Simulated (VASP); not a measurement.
Input of a VASP 6.6.1 run:

The input INCAR:

```
  PREC = Accurate
  ENCUT = 600
  EDIFF = 1E-8
  ISMEAR = 0
  SIGMA = 0.02
  LREAL = F
  LASPH = T
  NELM = 80
  ALGO = Normal
  ISIF = 2
  LWAVE = F
  LCHARG = F
  LEPSILON = T
  IBRION = 8
  NSW = 1
```

KPOINTS

```
Automatic mesh
0
Gamma
  8 8 8
```

POSCAR

```
CdS
1.0
    0.0000000000      2.8855000000      2.8855000000
    2.8855000000      0.0000000000      2.8855000000
    2.8855000000      2.8855000000      0.0000000000
Cd S
1 1
Direct
    0.0000000000      0.0000000000      0.0000000000
    0.7500000000      0.7500000000      0.7500000000
```

Potentials or basis: VASP PAW LDA potentials, release 64 (Cd, S).

Run with:

```console
$ cat potpaw_LDA.64/Cd/POTCAR potpaw_LDA.64/S/POTCAR > POTCAR
$ mpirun -np 1 vasp_std > vasp.out
```

(1) What does it give for the electronic dielectric tensor (diagonal)?

(2) Estimate the Born charges (mean of the diagonal).

(3) Estimate the highest phonon frequency at Γ, LO-TO splitting left out.

(4) Predict the band gap on the k mesh.

## Answers

(1) 7.30.

(2) Cd +2.18; S -2.18 e.

(3) 245 cm⁻¹.

(4) 0.96 eV, direct.
